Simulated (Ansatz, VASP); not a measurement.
**KF in VASP and in Ansatz**

```
CELL_PARAMETERS angstrom
0.00000 2.92291 2.92291
2.92291 0.00000 2.92291
2.92291 2.92291 0.00000
ATOMIC_POSITIONS crystal
K 0.00000 0.00000 0.00000
F 0.25000 0.25000 0.25000
```

The cell comes from a database or a generator and needn't be the stable form of this composition.

Alike in both runs: task single point; functional PBE; k mesh 6 × 6 × 6; occupations gaussian, width 0.05 eV; no spin polarisation.

```csv
,VASP,Ansatz
version,VASP 6.6.1,Ansatz 0.2.0
potentials or method,"VASP PAW PBE potentials, release 64 (K_sv, F)","scalar-relativistic, plane waves, PAW"
plane-wave cutoff (eV),520,420
valence electrons in the cell,16,16
```

|  | VASP | Ansatz | Ansatz less VASP |
| --- | --- | --- | --- |
| gap on the k mesh at the Fermi level (eV) | 5.19 | 5.20 | +0.011 |
| least direct gap on the mesh (eV) | 5.41 | 5.43 | +0.013 |
| pressure (GPa) | 1.3 | 1.2 | -0.05 |

The functional is the same, so the differences come from potentials, cutoffs and numerics.

A k mesh can miss the band edges. As with any semilocal functional, this PBE gap is likely too small.
